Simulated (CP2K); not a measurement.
Runs of CP2K 2026.2 on La2O3. It takes space group P-3m1 (No. 164, trigonal). The conventional cell has a = 3.931 Å, b = 3.931 Å, c = 6.112 Å, α = 90.00°, β = 90.00°, γ = 120.00°. La (site symmetry 3m) has 4 O at 2.36 to 2.44 Å as nearest neighbours. O (site symmetry -3m) has 6 La at 2.72 Å as nearest neighbours. Around O (site symmetry 3m) lie 4 La at 2.36 to 2.44 Å. The cell is a database's computed one.

```csv
level,potentials or basis,spin,k points reduced by the point group,soc after scf,gap on the mesh (eV),pressure (GPa),largest force (eV/Å)
PBE,"GTH_POTENTIALS La GTH-PBE-q11, O GTH-PBE-q6; DZVP-MOLOPT-SR-GTH basis",off,yes,-,3.93,3.6,0.05
PBE,"GTH_SOC_POTENTIALS La GTH-PBE-q11, O GTH-PBE-q6; DZVP-MOLOPT-SR-GTH basis","SOC, no magnetisation",-,yes,-,3.6,0.05
LDA,"GTH_POTENTIALS La GTH-PBE-q11, O GTH-PBE-q6; DZVP-MOLOPT-SR-GTH basis",off,yes,-,(a),-2.9,0.04
LDA,"GTH_SOC_POTENTIALS La GTH-PBE-q11, O GTH-PBE-q6; DZVP-MOLOPT-SR-GTH basis","SOC, no magnetisation",-,yes,-,-2.9,0.04
```

Alike in all rows: task band structure; cell as given; k mesh 8 × 8 × 5; smearing fermi-dirac 0.05 eV.

Question: Fill in the values left out.

Answer: (a) 3.77.

Caveats: the basis of atomic orbitals isn't converged, which shifts pressures, moduli and gaps; spin-orbit coupling is left out, which moves the levels of the heavy elements (some runs); the mesh misses the band edges, which the band path finds closer together (some runs); the potentials were made for another functional, which shifts forces and pressure (some runs).

A k mesh can miss the band edges, and rows without SOC leave out spin-orbit coupling on La.
